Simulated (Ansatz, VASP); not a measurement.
# Ge: VASP beside Ansatz

```xyz
2
Lattice="0.0000 2.8193 2.8193 2.8193 0.0000 2.8193 2.8193 2.8193 0.0000" Properties=species:S:1:pos:R:3 pbc="T T T"
Ge    2.8193    2.8193    2.8193
Ge    4.2290    4.2290    4.2290
```

Change from the starting cell: volume scaled by 0.99, crystal datasets.

Alike in both runs: task electric field gradients; functional PBE; k mesh 10 × 10 × 10; occupations fermi-dirac, width 0.05 eV; no spin polarisation.

|  | VASP | Ansatz |
| --- | --- | --- |
| version | VASP 6.6.1 | Ansatz 0.2.0 |
| potentials or method | VASP PAW PBE potentials, release 64 (Ge_d), cutoff 520 eV | all-electron PAW with datasets made for the crystal, scalar-relativistic |

|  | VASP | Ansatz | Ansatz less VASP |
| --- | --- | --- | --- |
| pressure (GPa) | 4.4 | 4.4 | +0.06 |
| Vzz of the field gradient on the site that differs most (V/Å²) | 0.0 | 0.0 | -0.01 |

Ansatz ran all-electron here, so the differences hold the error of VASP's frozen core and of both bases.
